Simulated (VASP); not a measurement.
CaO in VASP 6.6.1, single-point calculation

INCAR

```
PREC = Accurate
LREAL = .FALSE.
ISMEAR = -5
LCHARG = .FALSE.
EDIFF = 1E-7
IBRION = -1
METAGGA = R2SCAN
NSW = 0
LASPH = .TRUE.
NELM = 120
SIGMA = 0.1
ENCUT = 520
ALGO = Conjugate
LWAVE = .FALSE.
ISIF = 2
NBANDS = 15
```

KPOINTS

```
KPOINTS created by Atomic Simulation Environment
0
Gamma
10 10 10
0 0 0
```

POSCAR

```
Ca O
 1.0000000000000000
     0.0000000000000000    2.3735746124000001    2.3735746124000001
     2.3735746124000001    0.0000000000000000    2.3735746124000001
     2.3735746124000001    2.3735746124000001    0.0000000000000000
 Ca  O
   1   1
Cartesian
  0.0000000000000000  0.0000000000000000  0.0000000000000000
  2.3735746124000001  2.3735746124000001  2.3735746124000001
```

The recommended PBE PAW datasets give the neutral cell 16 valence electrons.

Command

```
mpirun -np 1 vasp_std
```

OSZICAR

```
N       E                     dE             d eps       ncg     rms           ort
DAV:   1     0.117802444372E+03    0.11780E+03   -0.99698E+03   705   0.120E+03
DAV:   2    -0.199536428428E+02   -0.13776E+03   -0.12897E+03   705   0.301E+02
DAV:   3    -0.251461512004E+02   -0.51925E+01   -0.51530E+01   705   0.607E+01
DAV:   4    -0.252788559374E+02   -0.13270E+00   -0.13262E+00   705   0.890E+00
DAV:   5    -0.252814169025E+02   -0.25610E-02   -0.25609E-02   705   0.110E+00
SDA:   6    -0.165856008974E+02    0.86958E+01   -0.25609E-02   705   0.135E+02   0.000E+00
CGA:   7    -0.191652136888E+02   -0.25796E+01   -0.25749E+01   705   0.620E+00  -0.198E+00
CGA:   8    -0.193632504079E+02   -0.19804E+00   -0.19856E+00   705   0.213E+00  -0.465E-02
CGA:   9    -0.194268446596E+02   -0.63594E-01   -0.63853E-01   705   0.257E-01  -0.234E-02
CGA:  10    -0.194352587333E+02   -0.84141E-02   -0.84094E-02   705   0.433E-02   0.589E-04
CGA:  11    -0.194365037771E+02   -0.12450E-02   -0.12406E-02   705   0.813E-03   0.780E-04
CGA:  12    -0.194368372959E+02   -0.33352E-03   -0.33229E-03   705   0.242E-03   0.749E-05
CGA:  13    -0.194369317301E+02   -0.94434E-04   -0.91902E-04   705   0.350E-04   0.204E-04
CGA:  14    -0.194369429656E+02   -0.11235E-04   -0.11071E-04   705   0.631E-05   0.642E-05
CGA:  15    -0.194369456689E+02   -0.27033E-05   -0.26522E-05   705   0.128E-05   0.588E-06
SDA:  16    -0.194369461090E+02   -0.44002E-06   -0.42782E-06   705   0.355E-06   0.427E-06
SDA:  17    -0.194369461761E+02   -0.67132E-07   -0.78872E-07   705   0.144E-06   0.203E-06
   1 F= -.19436946E+02 E0= -.19436946E+02  d E =0.000000E+00
```

From OUTCAR

```
k-points           NKPTS =     47   k-points in BZ     NKDIM =     47   number of bands    NBANDS=     15

   NELECT =      16.0000    total number of electrons

   dimension x,y,z NGX =    28 NGY =   28 NGZ =   28
   dimension x,y,z NGXF=    56 NGYF=   56 NGZF=   56

  energy-cutoff  :      520.00
  volume of cell :       26.74
      direct lattice vectors                 reciprocal lattice vectors
     0.000000000  2.373574612  2.373574612    -0.210652742  0.210652742  0.210652742
     2.373574612  0.000000000  2.373574612     0.210652742 -0.210652742  0.210652742
     2.373574612  2.373574612  0.000000000     0.210652742  0.210652742 -0.210652742

 k-points in reciprocal lattice and weights: KPOINTS created by Atomic Simulation Env
   0.00000000  0.00000000  0.00000000       0.001
   0.10000000  0.00000000  0.00000000       0.008
   0.20000000  0.00000000  0.00000000       0.008
   0.30000000  0.00000000  0.00000000       0.008
   0.40000000  0.00000000  0.00000000       0.008
   0.50000000  0.00000000  0.00000000       0.004
   0.10000000  0.10000000  0.00000000       0.006
   0.20000000  0.10000000  0.00000000       0.024
   ...

 E-fermi :   2.2799

 k-point     1 :       0.0000    0.0000    0.0000
  band No.  band energies     occupation
      1     -36.6726      2.00000
      2     -16.5360      2.00000
      3     -16.5360      2.00000
      4     -16.5360      2.00000
      5     -14.3172      2.00000
      6       2.2285      2.00000
      7       2.2285      2.00000
      8       2.2285      2.00000
      9       7.9784      0.00000
     10       9.1728      0.00000
     11       9.1728      0.00000
     12       9.1728      0.00000
     13      10.8344      0.00000
     14      10.8344      0.00000
     15      18.2469      0.00000

 k-point     2 :       0.1000    0.0000    0.0000
  band No.  band energies     occupation
      1     -36.6612      2.00000
      2     -16.7350      2.00000
      3     -16.5414      2.00000
      4     -16.5414      2.00000
      5     -14.1135      2.00000
      6       1.8753      2.00000
      7       2.0818      2.00000
      8       2.0818      2.00000
      9       8.4370      0.00000
     10       9.1375      0.00000
     11       9.3565      0.00000
     12       9.3565      0.00000
     13      11.0940      0.00000
     14      11.0940      0.00000
     15      18.6875      0.00000

 k-point     3 :       0.2000    0.0000    0.0000
  band No.  band energies     occupation
      1     -36.6314      2.00000
      2     -17.1505      2.00000
      3     -16.5553      2.00000
      4     -16.5553      2.00000
      5     -13.6849      2.00000
      6       1.0972      2.00000
      7       1.7287      2.00000
      8       1.7287      2.00000
      9       9.1188      0.00000
     10       9.5571      0.00000
     11       9.8649      0.00000
     12       9.8649      0.00000
     13      11.7683      0.00000
     14      11.7683      0.00000
     15      19.3914      0.00000

 ...

  Total        0.8294617      0.8294617      0.8294617      0.0000000      0.0000000      0.0000000
  in kB       49.6899167     49.6899167     49.6899167      0.0000000      0.0000000      0.0000000
  external PRESSURE =      49.6899167 kB  Pullay stress =       0.0000000 kB

 POSITION                                       TOTAL-FORCE (eV/Angst)
 -----------------------------------------------------------------------------------
      0.00000      0.00000      0.00000         0.000000     -0.000000     -0.000000
      2.37357      2.37357      2.37357        -0.000000      0.000000      0.000000
 -----------------------------------------------------------------------------------
    total drift:                                0.000000      0.000000      0.000000

  FREE ENERGIE OF THE ION-ELECTRON SYSTEM (eV)
  ---------------------------------------------------
  free  energy   TOTEN  =       -19.4369461761 eV

  energy  without entropy=      -19.4369461761  energy(sigma->0) =      -19.43694618
```

It converged. Results: gap between bands v and c on the k mesh 4.18 eV; least direct gap on the k mesh 4.54 eV; pressure 5.0 GPa. Band v is the last that the valence electrons fill when counted band by band, and c is the next.

For comparison, a separate r²SCAN run of the intended cell, on usual settings and not on those above, gives a gap of 4.17 eV on its mesh and a pressure of 4.9 GPa.

The run above took about 82 s on one core of a shared host (Intel Xeon Platinum 8488C) and held 0.19 GiB at most.
